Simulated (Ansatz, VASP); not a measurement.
One calculation of Gd, two programs

The input INCAR:

```
SYSTEM = Gd
ALGO = Normal ; EDIFF = 1E-6
ENCUT = 520 ; GGA = PS
ISIF = 2 ; ISMEAR = -1
ISPIN = 2 ; LASPH = .True.
LCHARG = .True. ; LELF = .True.
LMAXMIX = 6 ; LORBIT = 11
LREAL = .False. ; LVHAR = .True.
LWAVE = .False. ; MAGMOM = 7
NBANDS = 19 ; NELM = 150
PREC = Accurate ; SIGMA = 0.05
```

The input KPOINTS:

```
k-points
0
Gamma
  9 9 9
  0 0 0
```

POSCAR

```
Gd
1.0
   -2.0647159654      2.0647159654      2.0647159654
    2.0647159654     -2.0647159654      2.0647159654
    2.0647159654      2.0647159654     -2.0647159654
Gd
1
Direct
    0.0000000000      0.0000000000      0.0000000000
```

input.yaml

```yaml
crystal:
  lattice:
    - [-2.0647159654, 2.0647159654, 2.0647159654]
    - [2.0647159654, -2.0647159654, 2.0647159654]
    - [2.0647159654, 2.0647159654, -2.0647159654]
  atoms:
    - { symbol: Gd, position: [0.0, 0.0, 0.0], spin: 7.0 }
hamiltonian:
  xc: pbesol
  pseudopotentials: { kind: paw }
magnetization:
  spin_polarized: true
kpoints:
  mp_grid: { grid: [9, 9, 9] }
scf:
  occupations: { method: fermi_dirac, width: 0.05 }
output:
  forces: true
  stress: true
  eigenvalues: true
  write_density: true
  write_potential: true
  elf: true
  volumetric_format: npy
```

This isn't the form of Gd at room conditions, which is hcp.

Alike in both runs: task single point; functional PBEsol; k mesh 9 × 9 × 9; occupations fermi-dirac, width 0.05 eV; collinear spin.

```csv
,VASP,Ansatz
version,VASP 6.6.1,Ansatz 0.2.0
potentials or method,"VASP PAW PBE potentials, release 64 (Gd)",Ansatz PAW
plane-wave cutoff (eV),520,420
valence electrons in the cell,18,18
```

VASP gave:

```
gap on the k mesh at the Fermi level (eV)                     : none
pressure (GPa)                                                : -4.5
net moment per atom (μB)                                      : 7.63
size of the moment on the site where the two differ most (μB) : 7.00
```

Task: Estimate Ansatz's values.

Result: gap on the k mesh at the Fermi level (eV): none; pressure (GPa): -3.8; net moment per atom (μB): 7.63; size of the moment on the site where the two differ most (μB): 7.34.

Site moments also hang on the region over which each program counts them. A gap of «none» marks a metal or a gap that the smearing closes.

Caveats: spin-orbit coupling is left out, which moves the levels of the heavy elements; the PAW data sets were made with another functional, which shifts forces and pressure a little (VASP); the PAW data sets come from PBE, with cores solved anew for the run's functional, which leaves a small shift of forces and pressure (Ansatz). The state reached can hang on the start; a lower one may exist.
